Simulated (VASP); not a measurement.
Data:

```cif
data_ClCs
_chemical_formula_sum 'Cs1 Cl1'
_space_group_name_H-M_alt 'P 1'
_space_group_IT_number 1
_cell_length_a 4.12000
_cell_length_b 4.12000
_cell_length_c 4.12000
_cell_angle_alpha 90.000
_cell_angle_beta 90.000
_cell_angle_gamma 90.000
loop_
_space_group_symop_operation_xyz
  'x, y, z'
loop_
_atom_site_label
_atom_site_type_symbol
_atom_site_fract_x
_atom_site_fract_y
_atom_site_fract_z
_atom_site_occupancy
Cs1 Cs 0.00000 0.00000 0.00000 1
Cl1 Cl 0.50000 0.50000 0.50000 1
```

These are Bethe-Salpeter equation (Tamm-Dancoff) on G0W0 levels and PBE orbitals, VASP's PBE PAW potentials (set 64) (plane waves; VASP) values and carry that method's errors. Settings: PREC = Normal, 500 eV cut-off, 6×6×6 Γ-centred mesh, Gaussian smearing of 0.010 eV, potentials Cs_sv_GW Cl_GW.

The mesh is coarse, so the spectrum and binding energies are not converged. Unless said otherwise, spin-orbit coupling is left out, though it shifts the bands of the heavy elements here.

The BSE takes 3 valence and 4 conduction bands in the Tamm-Dancoff approximation; the smallest direct G0W0 gap on the mesh is 7.59 eV.

Problem. Where does the first bright exciton lie on this mesh?

Solution. At 6.86 eV. Its distance from the direct gap isn't converged on a mesh this coarse and overstates the binding.

(ħω (eV), ε₂): (0.00, 0.00); (0.20, 0.00); (0.40, 0.00); (0.60, 0.00); (0.80, 0.00); (1.00, 0.00); (1.20, 0.00); (1.40, 0.00); (1.60, 0.01); (1.80, 0.01); (2.10, 0.01); (2.30, 0.01); (2.50, 0.01); (2.70, 0.01); (2.90, 0.01); (3.10, 0.01); (3.30, 0.01); (3.50, 0.01); (3.70, 0.02); (3.90, 0.02); (4.10, 0.02); (4.30, 0.02); (4.50, 0.03); (4.70, 0.03); (4.90, 0.04); (5.10, 0.05); (5.30, 0.05); (5.50, 0.07); (5.70, 0.08); (5.90, 0.11); (6.20, 0.19); (6.40, 0.32); (6.60, 0.72); (6.80, 3.22); (7.00, 2.87); (7.20, 2.39); (7.40, 8.21); (7.60, 2.51); (7.80, 2.94); (8.00, 3.04)

The compound is CsCl in the CsCl type structure. The cell was not relaxed at this level.
